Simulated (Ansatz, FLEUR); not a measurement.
# Cost and result for the band gap of SnSe

```cif
data_structure
_symmetry_space_group_name_H-M 'P 1'
_symmetry_Int_Tables_number 1
_cell_length_a 11.4200
_cell_length_b 4.1900
_cell_length_c 4.4600
_cell_angle_alpha 90.000
_cell_angle_beta 90.000
_cell_angle_gamma 90.000
_cell_volume 213.41
loop_
_atom_site_label
_atom_site_type_symbol
_atom_site_fract_x
_atom_site_fract_y
_atom_site_fract_z
_atom_site_occupancy
Sn1 Sn 0.87700 0.75000 0.90900 1
Sn2 Sn 0.62300 0.25000 0.40900 1
Sn3 Sn 0.37700 0.75000 0.59100 1
Sn4 Sn 0.12300 0.25000 0.09100 1
Se1 Se 0.64300 0.75000 0.98400 1
Se2 Se 0.85700 0.25000 0.48400 1
Se3 Se 0.14300 0.75000 0.51600 1
Se4 Se 0.35700 0.25000 0.01600 1
```

| rung | level | program and potentials | cutoff (eV) | k mesh | smearing | task | core time | chip | band gap (eV) | miss (eV) | notes |
| --- | --- | --- | --- | --- | --- | --- | --- | --- | --- | --- | --- |
| GGA | PBE | Ansatz, Ansatz PAW | 420 | 1 × 2 × 2 | fermi-dirac 0.05 | single point | 10 s | Intel Xeon Skylake/Cascade Lake | 1.08 | +0.25 | coarse mesh |
| GGA | RPBE | Ansatz, Ansatz PAW | 420 | 3 × 6 × 6 | fermi-dirac 0.05 | band structure | 84 s | Intel Xeon | 0.58 | -0.25 | potentials made for PBE, which Ansatz adapts in part |
| GGA | PBEsol | Ansatz, Ansatz PAW | 420 | 3 × 6 × 6 | fermi-dirac 0.05 | band structure | 97 s | Intel Xeon | 0.48 | -0.35 | potentials made for PBE, which Ansatz adapts in part |
| GGA | PBE | Ansatz, Ansatz PAW polarizable | 420 | 3 × 6 × 6 | fermi-dirac 0.05 | band structure | 1.7 min | Arm Neoverse V1 | 0.54 | -0.29 | - |
| GGA | PBE | Ansatz, Ansatz PAW | 420 | 3 × 6 × 6 | fermi-dirac 0.05 | band structure | 1.8 min | Intel Xeon | 0.54 | -0.29 | - |
| GGA | BLYP | Ansatz, Ansatz PAW | 420 | 3 × 6 × 6 | fermi-dirac 0.05 | band structure | 1.8 min | Intel Xeon | 0.66 | -0.17 | potentials made for PBE, which Ansatz adapts in part |
| GGA | revPBE | Ansatz, Ansatz PAW | 420 | 3 × 6 × 6 | fermi-dirac 0.05 | band structure | 2 min | Intel Xeon | 0.57 | -0.26 | potentials made for PBE, which Ansatz adapts in part |
| LDA | LDA | Ansatz, Ansatz PAW | 420 | 3 × 6 × 6 | fermi-dirac 0.05 | band structure | 2.2 min | Intel Xeon | 0.48 | -0.35 | potentials made for PBE, which Ansatz adapts in part |
| G0W0 | G0W0 on PBE | Ansatz, Ansatz PAW | 420 | 2 × 4 × 4 | fixed | G0W0 quasiparticle levels | 2.9 min | AMD EPYC 7R13 Zen 3 | 1.44 | +0.61 | bands, basis or mesh of the many-body step not converged; response cutoff 170 eV, bands 1074 |
| G0W0 | G0W0 on HSE06 | Ansatz, Ansatz PAW | 420 | 2 × 4 × 4 | fixed | G0W0 quasiparticle levels | 3 min | AMD EPYC 7R13 Zen 3 | 1.53 | +0.70 | bands, basis or mesh of the many-body step not converged; potentials made for PBE, which Ansatz adapts in part; response cutoff 100 eV, bands 484 |
| meta-GGA | r2SCAN | Ansatz, Ansatz PAW | 500 | 3 × 6 × 6 | fermi-dirac 0.05 | band structure | 3.8 min | Intel Xeon | 0.83 | +0.00 | potentials made for PBE, which Ansatz adapts in part |
| LDA | LDA | FLEUR, all-electron, FLAPW | - | 3 × 6 × 6 | fermi-dirac 0.05 | band structure | 38 min | Arm Neoverse V1 | 0.48 | -0.35 | - |

Times are single runs on shared hosts and different chips, so they are rough; meshes, cutoffs and the tasks' sizes weigh on the time. All rows: no spin polarisation. Gaps are the least found on the k mesh or the band path, and a mesh can miss the band edges. Smearing widths are in eV. The cell comes from a database and isn't always the measured one. Meshes differ between rows, which moves values too. All levels ran on this one cell, unrelaxed unless noted. Meshes are those of the run's cell of 8 atoms unless a note names another. Misses use the values as printed. Runs on faulty files, with rough fits or with known faults for this quantity aren't shown. No row holds spin-orbit coupling.

By rung: LDA 0.48; GGA 0.48 to 0.66; meta-GGA 0.83; GGA on coarse meshes 1.08; G0W0 on coarse settings 1.44 to 1.53 (eV). Measured: 0.83 eV at 295 K (pmc:9284162, doi:10.1002/advs.202103720). Closest, coarse meshes and atomic bases left aside, is r2SCAN (+0.00 eV), and PBE misses by -0.29 eV on plain settings. LDA and GGA gaps fall short mostly because these functionals lack the derivative discontinuity; the runs are for a static lattice, while measurements hold temperature and zero-point motion; rows without SOC leave out spin-orbit coupling, which moves the band edges where heavy atoms are present.

SnSe comes out as a semiconductor at every level, but its gap depends as much on where the bands are sampled as on the functional. The valence edge is mainly Se p mixed with antibonding Sn s character, and the conduction edge is mainly Sn p. In the layered, lone-pair-distorted structure, both extrema lie away from the high-symmetry points and the gap is indirect. A sparse mesh can therefore step over them, as the two PBE values of 1.08 and 0.54 eV show. The G0W0 gaps, well above experiment, probably carry part of the same error, so they are no evidence that quasiparticle theory fails here.

The LDA gap of 0.48 eV is the same with PAW and all-electron FLAPW, which suggests that the shortfall lies in the functional and not in the treatment of the core. The r2SCAN match is less exact than it looks: the gap of SnSe narrows on warming, so a static-lattice value should lie somewhat above the room-temperature measurement.
